Q: These runs keep the atoms of bulk WS₂ fixed and change the functional. I took the functionals for a ladder on which every gap climbs together. Does the table bear that out?

Bulk WS₂ (P6₃/mmc) at one fixed geometry, computed with VASP 6.6.1 using PAW DFT without spin polarisation, spin–orbit coupling or dispersion correction. The plane-wave cutoff is 520 eV, the k mesh 10 × 10 × 4 and the Gaussian smearing 0.02 eV (0.05 eV in the LDA, PBE and PBEsol band steps). Gaps are taken along the path Γ–M–K–Γ–A–L–H–A, L–M, K–H.

```
functional                            potentials  gap on path (eV)  direct gap on path (eV)
       LDA  VASP-PAW-LDA-potentials,-recommended             0.978                    1.727
       PBE  VASP-PAW-PBE-potentials,-recommended             1.060                    1.742
    PBEsol  VASP-PAW-PBE-potentials,-recommended             1.018                    1.729
    r2SCAN  VASP-PAW-PBE-potentials,-recommended             1.166                    1.866
    TB-mBJ  VASP-PAW-PBE-potentials,-recommended             1.301                    1.854
```

A: Only for the smallest gap, the column "gap on path". It joins a valence top and a conduction minimum at different wave vectors, and it rises from LDA through PBEsol, PBE and r2SCAN to TB-mBJ. The "direct gap on path", taken at a single wave vector, hardly changes among the first three of these. It then rises with r2SCAN, but TB-mBJ brings no further rise. (The larger smearing width in the LDA, PBE and PBEsol band steps leaves their gaps unchanged, because the density is held fixed there.)

Q: How can one gap grow while the other stands still?

A: They use different band edges. In bulk WS₂ the valence top is known to lie at Γ, the zone centre, and the smallest direct gap at or near K, a zone corner. The two gaps are therefore linked by

indirect gap = direct gap − Δ

Here Δ is the height of the valence top above the valence edge at K, plus the depth of the conduction minimum below the conduction edge at K. If a functional merely lifted all empty bands together, Δ would stay fixed and both gaps would open equally.

Q: Can we test that on TB-mBJ?

A: Yes, with PBE as the starting point. TB-mBJ widens the indirect gap by 1.301 − 1.060 = 0.241 eV. Adding this to the PBE direct gap predicts

1.742 + 0.241 = 1.983 eV

The computed direct gap is 1.854 eV, so the rigid picture overshoots by 0.13 eV, about half of the opening it assumed. For r2SCAN the same recipe comes within 0.02 eV. The output below gives this comparison for every row.

Q: So r2SCAN opens the gaps almost rigidly, and TB-mBJ also shifts the edges against each other. What is special about the edges at K?

A: Both are mainly W d states. A potential that acts alike on all orbitals moves two states on the same atomic shell by similar amounts, and most of the shift cancels in their difference. The cancellation is partial, because the two d states point in different directions. The valence top at Γ contains more S p_z, and overlap between neighbouring layers pushes it up, so it feels a different part of the potential.

Q: Is there a simpler system where I can see this?

A: Take the hexaaquatitanium(III) ion, with its single d electron. Raise the potential on titanium alone: a jump between two d levels hardly changes in energy, while a jump from a water oxygen to titanium costs more. The direct gap of WS₂ resembles the first jump, and the indirect gap has some of the character of the second. The likeness is one of degree, since every band edge in WS₂ mixes metal and sulfur.

Q: Then why does r2SCAN open the direct gap as much as TB-mBJ does?

A: Its energy depends on the kinetic energy density, which gives its operator a term that acts on the slope of each orbital, so it isn't one common potential. It can treat a filled and an empty d state differently even on the same atom, which may be why the direct gap opens, though the table can't prove it. TB-mBJ also uses the kinetic energy density, but only to build a common potential, for which the cancellation at K is harder to escape. Its smaller Δ would follow if it lowers S p relative to W d, but that is my interpretation: the table lists only gaps, not the separate edge energies at K, so it can't tell us whether the valence or the conduction side moves more.

Q: And LDA, PBEsol and PBE? There the direct gap barely moves at all.

A: They differ mainly in how strongly they respond to the gradient of the density, and the same cancellation at K would keep the direct gap still. The exchange gradient term is absent in LDA and roughly half as strong in PBEsol as in PBE. Placing PBEsol between the other two by that strength gives an indirect gap of 1.02 eV, as computed. This fits the gradient as the cause but doesn't prove it: a single point near the middle is a weak test, and LDA also uses its own potentials.

Q: Which column should I use for a transistor with a thick WS₂ channel?

A: For carriers created by heat, the indirect gap. Its spread of 0.32 eV changes the predicted density in undoped WS₂ at 300 K by a factor of about 500, if the band masses stay equal. The choice of functional therefore matters greatly for the off state, as far as thermal carriers set it. The cell was not relaxed for each functional, however, and doing so could alter the spread. LDA, PBEsol and PBE are also known to give gaps that are usually too small, so expect their carrier densities to come out too high.

Q: And for light absorption, the direct gap?

A: For the strong absorption, yes, though weak absorption already starts near the indirect gap. But don't use the column as it stands. Spin–orbit coupling, left out here, is known to split the valence band at K and to lower the direct gap by roughly 0.2 eV. That is comparable with the 0.14 eV by which the functionals differ, so agreement with a measured absorption edge would not show which functional is best.

Output of the analysis:

```
Offset and rigid opening from PBE in eV:
     row  direct minus indirect  indirect change from PBE  direct change from PBE  direct gap if rigid  rigid less computed
     LDA                  0.749                    -0.082                  -0.015                 1.66               -0.067
     PBE                  0.682                         0                       0                1.742                    0
  PBEsol                  0.711                    -0.042                  -0.013                  1.7               -0.029
  r2SCAN                    0.7                     0.106                   0.124                1.848               -0.018
  TB-mBJ                  0.553                     0.241                   0.112                1.983                0.129
Spread of the indirect gap over all rows (eV): 0.323
Spread of the direct gap over all rows (eV): 0.139
Indirect gap change from LDA to PBE (eV): 0.082
Direct gap change from LDA to PBE (eV): 0.015
Offset change from LDA to PBE (eV): -0.067
Indirect gap change from PBEsol to PBE with the same potentials (eV): 0.042
Direct gap change from PBEsol to PBE with the same potentials (eV): 0.013
Offset change from PBEsol to PBE with the same potentials (eV): -0.029
Indirect gap change from r2SCAN to TB-mBJ (eV): 0.135
Direct gap change from r2SCAN to TB-mBJ (eV): -0.012
Offset change from r2SCAN to TB-mBJ (eV): -0.147
PBEsol gradient coefficient as a fraction of that of PBE: 0.5455
PBEsol indirect gap placed by gradient strength (eV): 1.023
Placed less computed PBEsol indirect gap (eV): 0.004727
Gaps on the mesh in eV:
     row  indirect on mesh  direct on mesh  offset on mesh  direct mesh less path
     LDA             1.049           2.071           1.022                 0.3439
     PBE             1.136           2.087          0.9518                 0.3454
  PBEsol              1.09           2.078          0.9882                 0.3494
  r2SCAN              1.24           2.213          0.9735                 0.3473
  TB-mBJ             1.383           2.183          0.7999                 0.3289
Smallest offset left after a rough spin-orbit lowering of the direct gap by 0.2 eV (eV): 0.353
Thermal carrier density ratio at 300 K from smallest to largest indirect gap at equal masses: 516.5
```
